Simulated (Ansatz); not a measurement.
Level of theory: Ansatz 0.2.0, DFT PBE, scalar-relativistic, plane waves, PAW. Settings: cutoff 420 eV, Γ-centred meshes spaced at most about 0.3 Å⁻¹, and about 0.25 Å⁻¹ or finer for metals (2π included), Gaussian smearing. No spin polarisation.

These are static total energies at zero pressure.

Compare these two cells of GaP2, each relaxed at this level.

A.

Space group I4_122 (No. 98). a = 7.378 Å, b = 7.378 Å, c = 4.619 Å, α = 90.00°, β = 90.00°, γ = 90.00°
```
atom  site  symmetry       x       y       z
  Ga    4a      2.22  0.0000  0.5000  0.2500
   P    8f       .2.  0.9341  0.7500  0.6250
```

B.

Space group P-3m1 (No. 164). a = 3.815 Å, b = 3.815 Å, c = 10.142 Å, α = 90.00°, β = 90.00°, γ = 120.00°
```
atom  site  symmetry       x       y       z
  Ga    2d       3m.  0.6667  0.3333  0.7072
   P    2d       3m.  0.3333  0.6667  0.0433
   P    2d       3m.  0.6667  0.3333  0.3629
```

Problem. Which is lower in energy, and by how much?

Solution. A is lower, by 76 meV/atom. A has space group I4_122 (No. 98), 21.0 Å³/atom and no gap on its mesh; B has space group P-3m1 (No. 164), 21.3 Å³/atom and no gap. Counting P atoms around Ga (those within 1.25 times the shortest such distance or 1.15 times the sum of covalent radii; a plus sign parts nearer from farther groups), A has Ga 4 and B has Ga 3+1. A holds P–P chains (shortest 2.24 Å); B holds P–P nets (shortest 2.37 Å). In A, Ga has 4 P at 2.58 Å; P is surrounded by 2 P at 2.24 Å and 2 Ga at 2.58 Å. In B, around Ga lie 3 P at 2.31 Å and 1 P at 2.53 Å; P on its first site has 3 P at 2.37 Å and 1 Ga at 2.53 Å; around P on its second site lie 3 Ga at 2.31 Å. Both come from invented guesses. The lowest form computed isn't among them: it has the marcasite type, space group Pnnm (No. 58), 18.4 Å³/atom and lies 17 meV/atom below the best shown.

Weakly bound directions are ill-defined at this level, which has no dispersion term (P-3m1), and this can change margins and order among such cells. Cells relaxed within their symmetry can be saddle points. Some candidate types were left out of the draw beforehand, so a known form may be missing.

The lower energy of A doesn't follow from simple electron counting. Its P–P chains have normal single-bond lengths and count as P⁻, which leaves gallium formally divalent with one electron too many for closed-shell Ga(III). That electron probably enters Ga–P antibonding states, consistent with the long 2.58 Å contacts and the missing gap.

B, by contrast, can be counted as a GaP layer bound through phosphorus lone pairs to a neutral phosphorus net, which would be electron-precise. But the net is stretched to 2.37 Å, apparently to match the GaP layer. This strain is one possible source of B's higher energy, beside the missing interlayer dispersion. It may also help close the gap by weakening the P–P bonding–antibonding splitting, though PBE's tendency to underestimate gaps could contribute.

The marcasite form is both lower in energy and denser than either cell, so moderate compression should favour it further. The ranking doesn't show that any GaP2 form would resist decomposition into GaP and phosphorus.
